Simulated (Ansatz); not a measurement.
Crystal: Yb.

```
CELL_PARAMETERS angstrom
3.87990 0.00000 0.00000
-1.93995 3.36009 0.00000
0.00000 0.00000 6.38590
ATOMIC_POSITIONS crystal
Yb 0.66667 0.33333 0.75000
Yb 0.33333 0.66667 0.25000
```

This isn't the form of Yb at room conditions, which is fcc.

Base run:

```yaml
Program: Ansatz 0.2.0
Functional: PBEsol
Potentials_or_basis: all-electron LAPW, scalar-relativistic
Cutoff: 171 eV
Density_cutoff: 683 eV
Basis_error_allowed: 0.001 eV/atom
k_mesh: 8 × 8 × 4
Occupations: fermi-dirac, width 0.05 eV
Spin: collinear spin, ferromagnetic start
Starting_moments: "[1.0, 1.0] μB"
Hubbard_terms: Yb f U = 2 eV
```

Its results: pressure -2.4 GPa; net moment 0.00 μB per cell.

After a change of settings the same cell gave: pressure -3.3 GPa; net moment 0.00 μB per cell. Which change was it?
A. functional from PBEsol to LDA; hubbard terms from Yb f U = 2 eV to none
B. potentials or basis from all-electron LAPW, scalar-relativistic to all-electron LAPW, non-relativistic; hubbard terms from Yb f U = 2 eV to none
C. k mesh from 8 × 8 × 4 to 6 × 6 × 3; hubbard terms from Yb f U = 2 eV to none
D. hubbard terms from Yb f U = 2 eV to Yb f U = 8 eV

C.

Caveats: an open f shell can end in a state above the lowest; the magnetic state may not be the lowest (some runs); U is the effective U less J, on atomic orbitals that reach past the spheres (some runs); the k mesh is thin for a metal, which can move the energy by tens of meV per atom (some runs).

Not every run made on this cell is shown here.
